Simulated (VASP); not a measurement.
A run of VASP 6.6.1 is set up as follows.

Contents of INCAR:

```
PREC = Accurate
ENCUT = 600
EDIFF = 1E-7
ISMEAR = 0
SIGMA = 0.03
LREAL = F
LASPH = T
NELM = 80
ALGO = Fast
ISIF = 2
LWAVE = F
LCHARG = F
GGA = PS
IBRION = 2
NSW = 40
EDIFFG = -0.01
```

The input KPOINTS:

```
Automatic mesh
0
Gamma
  12 12 12
```

The input POSCAR:

```
LiF                                     
1.0
    0.0000000000      1.9576830103      1.9576830103
    1.9576830103      0.0000000000      1.9576830103
    1.9576830103      1.9576830103      0.0000000000
  Li              F             
     1     1
Direct
     0.0000000000000000    0.0000000000000000    0.0000000000000000
     0.5000000000000000    0.5000000000000000    0.5000000000000000
```

Potentials or basis: VASP PAW PBE potentials, release 64 (Li_sv, F).

Run with:

```bash
$ cat potpaw_PBE.64/Li_sv/POTCAR potpaw_PBE.64/F/POTCAR > POTCAR
$ mpirun -np 1 vasp_std > vasp.out
```

What does it give for the band gap on the k mesh?

9.72 eV, direct.

Final structure:
```yaml
crystal:
  lattice:
    - [0.00000, 1.95768, 1.95768]
    - [1.95768, 0.00000, 1.95768]
    - [1.95768, 1.95768, 0.00000]
  atoms:
    - { symbol: Li, position: [0.00000, 0.00000, 0.00000] }
    - { symbol: F, position: [0.50000, 0.50000, 0.50000] }
```

Caveat: the relaxation stopped at its first step, so nothing moved. A k mesh can miss the band edges.
